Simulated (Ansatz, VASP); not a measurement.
## AlN: VASP beside Ansatz

```
CELL_PARAMETERS angstrom
3.31212 0.00000 0.00000
-1.65606 2.86838 0.00000
0.00000 0.00000 4.18756
ATOMIC_POSITIONS crystal
Al 0.33333 0.66667 0.75000
Al 0.66667 0.33333 0.25000
N 0.33333 0.66667 0.25000
N 0.66667 0.33333 0.75000
```

Measurements of this composition are mostly on another form, of space group No. 186.

Alike in both runs: task single point; functional PBE; k mesh 9 × 9 × 6; occupations gaussian, width 0.05 eV; no spin polarisation.

|  | VASP | Ansatz |
| --- | --- | --- |
| version | VASP 6.6.1 | Ansatz 0.2.0 |
| potentials or method | VASP PAW PBE potentials, release 64 (Al, N) | scalar-relativistic, plane waves, PAW |
| plane-wave cutoff (eV) | 520 | 420 |
| valence electrons in the cell | 16 | 16 |

Ansatz gave:

| Property | Result |
| --- | --- |
| gap on the k mesh at the Fermi level (eV) | 3.26 |
| least direct gap on the mesh (eV) | 3.26 |
| pressure (GPa) | 0.3 |
| largest component of the traceless stress (GPa) | 0.13 |

Q: Estimate VASP's values.

A: gap on the k mesh at the Fermi level (eV): 3.27; least direct gap on the mesh (eV): 3.27; pressure (GPa): 0.0; largest component of the traceless stress (GPa): 0.01.
